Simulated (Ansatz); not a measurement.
**AlRu: under pressure**

One table from this session's results is given with a row withheld; the runs are named, their logs left out.

Computed with Ansatz 0.2.0 (DFT r2SCAN, scalar-relativistic, plane waves, PAW, unless a step's input says otherwise).

1 further run of the same task is left out (set aside as unsound or not needed).

## Starting point

The structure is cubic, space group Pm-3m (No. 221). The conventional cell has a = 2.982 Å, b = 2.982 Å, c = 2.982 Å, α = 90.00°, β = 90.00°, γ = 90.00°. Al (site symmetry m-3m) is surrounded by 8 Ru at 2.58 Å. Ru (site symmetry m-3m) has 8 Al at 2.58 Å in its first shell of neighbours.

As a file:

```
CELL_PARAMETERS angstrom
2.98250 0.00000 0.00000
0.00000 2.98250 0.00000
0.00000 0.00000 2.98250
ATOMIC_POSITIONS crystal
Al 0.00000 0.00000 0.00000
Ru 0.50000 0.50000 0.50000
```

It goes back to an entry of the Materials Project, which need not be the stable form.

This cell was relaxed beforehand with the same method: volume 13.27 Å³/atom, gap on the mesh none (metal).

Set-up of the first run:

Contents of input.yaml:

```yaml
crystal:
  lattice:
    - [2.9924266945, 0.0, 0.0]
    - [0.0, 2.9924266945, 0.0]
    - [0.0, 0.0, 2.9924266945]
  atoms:
    - { symbol: Al, position: [0.0, 0.0, 0.0] }
    - { symbol: Ru, position: [0.5, 0.5, 0.5] }
basis:
  ecutwfc: 500
kpoints:
  mp_grid: { grid: [14, 14, 14] }
hamiltonian:
  xc: r2scan
scf:
  occupations: { method: gaussian, width: 0.1 }
output:
  forces: true
  stress: true
  eigenvalues: true
relax:
  adjacent_minimum: "off"
  f_tol: 0.008
  max_steps: 50
  cell: { stress_tol: 0.08, p_target: -1.0 }
```

Launch:

```sh
$ ansatz run input.yaml --threads 1 --pin off --max-ram 2560MiB --backend cpu --events-out ev --progress --plain --runs-dir out
```

Steps of the session up to this table: Relaxing at -1 GPa; 1 GPa; Relaxing at 4 GPa; Relaxing at 12 GPa; Target pressure 25 GPa; Relaxing at 50 GPa; 90 GPa.

One of the session's tables, all rows but one given; the rest of the session is left out.

Lengths are those of the vectors of the cell that was run:

| P (GPa) | V (Å³/atom) | a (Å) | b (Å) | c (Å) | ΔH (eV/atom) |
| --- | --- | --- | --- | --- | --- |
| -1 | 13.33 | 2.987 | 2.987 | 2.987 | -0.083 |
| 0 | 13.27 | 2.982 | 2.982 | 2.982 | 0.000 |
| 1 | 13.21 | 2.978 | 2.978 | 2.978 | 0.083 |
| 4 | 13.03 | 2.965 | 2.965 | 2.965 | 0.328 |
| 12 | ? | ? | ? | ? | ? |
| 25 | 12.09 | 2.892 | 2.892 | 2.892 | 1.971 |
| 50 | 11.30 | 2.827 | 2.827 | 2.827 | 3.792 |
| 90 | 10.41 | 2.751 | 2.751 | 2.751 | 6.492 |

**Question.** Estimate the row for P (GPa) = 12.

Worked estimate for «V (Å³/atom)». A straight line through the neighbours (4, 13.03) and (25, 12.09) gives 13.03 + (12.09 − 13.03) × (12 − 4) / (25 − 4) = 12.67; a parabola fitted to 4 rows on both sides gives 12.65.

As computed: V (Å³/atom): 12.64; a (Å): 2.935; b (Å): 2.935; c (Å): 2.935; ΔH (eV/atom): 0.969. In «V (Å³/atom)» the line misses by +0.03 and the parabola by +0.01.

ΔH is E + PV over the energy at zero pressure; a, b and c are the vectors of the computed cell. 
